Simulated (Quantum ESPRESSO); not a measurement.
TiC:

```xyz
2
Lattice="0.0000 2.1657 2.1657 2.1657 0.0000 2.1657 2.1657 2.1657 0.0000" Properties=species:S:1:pos:R:3 pbc="T T T"
Ti    0.0000    0.0000    0.0000
C     2.1657    2.1657    2.1657
```

The cell is a database's computed one.

| Item | Value |
| --- | --- |
| Program | Quantum ESPRESSO 7.5 |
| Task | phonons |
| Functional | PBE |
| Potentials or basis | SSSP 1.3 efficiency PBE |
| Cutoff | 748 eV |
| Density cutoff | 5987 eV |
| k mesh | 11 × 11 × 11 |
| Occupations | cold, width 0.2 eV |
| Spin | no spin polarisation |
| Mixing beta | 0.5 |
| Most SCF iterations | 120 |
| SCF threshold | 4e-10 Ry |

**Question.** Where do the zone-centre optical modes lie?

**Answer.** T1u at 508 cm⁻¹ (IR).

Optical modes at Γ, degenerate ones joined:
```csv
cm⁻¹,components,symmetry,active in
508,3,T1u,IR
```
